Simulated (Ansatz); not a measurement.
Born–Oppenheimer molecular dynamics of a periodic cell of 16 atoms, WC (start crystal WC, start structure P-6m2, volume 1.1 times the crystal's). It starts from a structure without forces on its atoms.

Theory: Ansatz, DFT PBE, scalar-relativistic, plane waves, PAW. Settings: accuracy low, PAW set soft_1, cutoff 420 eV, k mesh 2x2x2, fermi-dirac smearing 0.17 eV, no spin polarisation.

```
ensemble        : NVT, Langevin thermostat
time step       : 1.5 fs
steps asked     : 210
set temperature : 2000 K
friction        : 0.02 /fs
seed            : 393725
```

First frame:

```xyz
16
Lattice="-2.9751 -5.1530 0.0000 4.4627 -2.5765 0.0000 0.0000 0.0000 5.8300" Properties=species:S:1:pos:R:3
W 0.000 -5.153 0.000
C 1.488 -4.294 1.458
W 0.000 -5.153 2.915
C 1.488 -4.294 4.372
W -1.488 -2.576 0.000
C 0.000 -1.718 1.458
W -1.488 -2.576 2.915
C 0.000 -1.718 4.372
W 1.488 -2.576 0.000
C 2.975 -1.718 1.458
W 1.488 -2.576 2.915
C 2.975 -1.718 4.372
W 0.000 0.000 0.000
C -1.488 -4.294 1.458
W 0.000 0.000 2.915
C -1.488 -4.294 4.372
```

Task: What does the run give?

Result: The run went to its last step.

- steps done: 210
- time covered: 315 fs
- mean temperature over the second half: 1892 K
- spread of the potential energy over the second half: 30.7 meV per atom
- mean potential energy of the second half above the start: 230.7 meV per atom

A run of 0.32 ps of so small a system gives no equilibrium averages. Limits of this set-up: coarse k mesh, low accuracy level.

Task: What happens to the structure?

Result: Mean squared displacements from the first frame to the last, about the centre of mass: W 0.02 Å², C 0.04 Å². The details hang on the random start.

Task: How do temperature and energy run in time?

Result: 
```json
{"time (fs)": "0", "T (K)": "1875", "potential energy less start (eV)": "0.000"}
{"time (fs)": "15", "T (K)": "953", "potential energy less start (eV)": "2.460"}
{"time (fs)": "30", "T (K)": "1408", "potential energy less start (eV)": "2.301"}
{"time (fs)": "45", "T (K)": "1063", "potential energy less start (eV)": "2.743"}
{"time (fs)": "60", "T (K)": "1485", "potential energy less start (eV)": "2.350"}
{"time (fs)": "75", "T (K)": "1635", "potential energy less start (eV)": "2.827"}
{"time (fs)": "90", "T (K)": "1639", "potential energy less start (eV)": "2.965"}
{"time (fs)": "105", "T (K)": "1695", "potential energy less start (eV)": "2.822"}
{"time (fs)": "120", "T (K)": "1498", "potential energy less start (eV)": "2.882"}
{"time (fs)": "135", "T (K)": "1582", "potential energy less start (eV)": "2.898"}
{"time (fs)": "150", "T (K)": "1059", "potential energy less start (eV)": "4.423"}
{"time (fs)": "165", "T (K)": "2331", "potential energy less start (eV)": "3.023"}
{"time (fs)": "180", "T (K)": "1437", "potential energy less start (eV)": "3.830"}
{"time (fs)": "195", "T (K)": "1859", "potential energy less start (eV)": "2.950"}
{"time (fs)": "210", "T (K)": "1992", "potential energy less start (eV)": "3.385"}
{"time (fs)": "225", "T (K)": "1727", "potential energy less start (eV)": "3.740"}
{"time (fs)": "240", "T (K)": "2115", "potential energy less start (eV)": "3.335"}
{"time (fs)": "255", "T (K)": "2053", "potential energy less start (eV)": "4.174"}
{"time (fs)": "270", "T (K)": "2394", "potential energy less start (eV)": "4.219"}
{"time (fs)": "285", "T (K)": "1826", "potential energy less start (eV)": "4.492"}
{"time (fs)": "300", "T (K)": "2060", "potential energy less start (eV)": "3.711"}
{"time (fs)": "315", "T (K)": "1963", "potential energy less start (eV)": "3.382"}
```

Time of the run: 17 min on 1 thread of Arm Neoverse V2, on a shared host, peak memory 0.63 GiB.
